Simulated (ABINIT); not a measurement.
A run of ABINIT 10.8.3 (patched build) is set up as follows.

Contents of run.abi:

```
# Pseudopotentials
pp_dirpath "./"
pseudos "Mo.upf, P.upf"

# Structure
acell 6.0905872997 6.0905872997 6.0301160637
rprim
     1.0000000000     0.0000000000     0.0000000000
    -0.5000000000     0.8660254038     0.0000000000
     0.0000000000     0.0000000000     1.0000000000
ntypat 2
znucl 42 15
natom 2
typat 1 2
xred
     0.0000000000     0.0000000000     0.0000000000
     0.3333333333     0.6666666667     0.5000000000

# Plane-wave basis
ecut 40.0

# k points
kptopt 1
ngkpt 10 10 8
nshiftk 1
shiftk 0.0 0.0 0.0

# Exchange and correlation
ixc -116133

# Bands and occupations
nband 14
occopt 3
tsmear 0.05 eV

# SCF cycle
nstep 100
tolvrs 1.0e-10

# Output
iomode 3
prtwf 0
prteig 0
prtebands 0
prtden 1
prtvha 1
prtvclmb 1
prtpot 1
prtelf 1
```

Potentials or basis: PseudoDojo NC SR PBEsol v0.4.1 standard.

Command:

```bash
$ mpirun --bind-to none -np 4 abinit run.abi > log 2>&1
```

Q: Predict the pressure.

A: -3.7 GPa.

Q: Estimate the band gap on the k mesh.

A: None (metal or under the smearing width).

Stress tensor (GPa, compression positive):
```
-3.30  0.00  0.00
 0.00 -3.30  0.00
 0.00  0.00 -4.52
```
